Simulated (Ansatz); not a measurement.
TaN: a sublattice moved along a line

These are results of DFT LDA, scalar-relativistic, plane waves, PAW (Ansatz 0.2.0), not measurements. The runs took a 420 eV cutoff, a Γ-centred 18×18×16 mesh and Gaussian smearing (0.15 eV). Spin–orbit coupling is left out, which can shift energies with elements as heavy as these. No spin polarisation. Energies are free energies at this smearing, counted from the undisturbed cell; pressure is positive in compression.

The undisturbed cell (as given, not relaxed at this level; it stands at -11.6 GPa; this form isn't the usual structure):

```
CELL_PARAMETERS angstrom
2.93800 0.00000 0.00000
-1.46900 2.54438 0.00000
0.00000 0.00000 2.88300
ATOMIC_POSITIONS crystal
Ta 0.33333 0.66667 0.50000
N 0.00000 0.00000 0.00000
```

Every N atom is moved by x along the Cartesian unit vector (0.000, 0.000, 1.000); the cell and all other atoms stay fixed. The cell is metallic on the mesh throughout. At -12 GPa the given cell is far from its own equilibrium, so these figures belong to a strongly strained crystal.

Q: Over the sampled range (-0.3000 to 0.2625), is the undisturbed cell the lowest point?

A: Yes, every other sampled point lies higher.

The scan:

| x (Å) | ΔE (meV/cell) |
| --- | --- |
| -0.3000 | 647.4 |
| -0.1500 | 152.9 |
| 0.0000 | 0.0 |
| 0.0750 | 37.5 |
| 0.1875 | 242.2 |
| 0.2250 | 353.9 |
| 0.2625 | 488.8 |